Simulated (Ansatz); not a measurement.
Take a crystal in which Mo has been replaced by Pd on all its sites, with the cell rescaled by a rough guess (in some cases also distorted within its space group) and nothing relaxed:

```xyz
1
Lattice="-1.4967 1.4967 1.4967 1.4967 -1.4967 1.4967 1.4967 1.4967 -1.4967" Properties=species:S:1:pos:R:3 pbc="T T T"
Pd    0.0000    0.0000    0.0000
```

Theory: Ansatz 0.2.0, DFT PBE, scalar-relativistic, plane waves, PAW.

Plane waves to 420 eV, a k mesh through Γ of 20×20×20 on the computed 1-atom cell and Gaussian smearing (0.10 eV); no spin polarisation.

Problem. Will this cell want to expand or contract, and how hard?

Solution. The pressure is 33.9 GPa (positive in compression), so the cell would expand.

Problem. Is it a metal on this mesh?

Solution. Yes, a band crosses the Fermi level.

This bcc form isn't the element's structure at ambient conditions.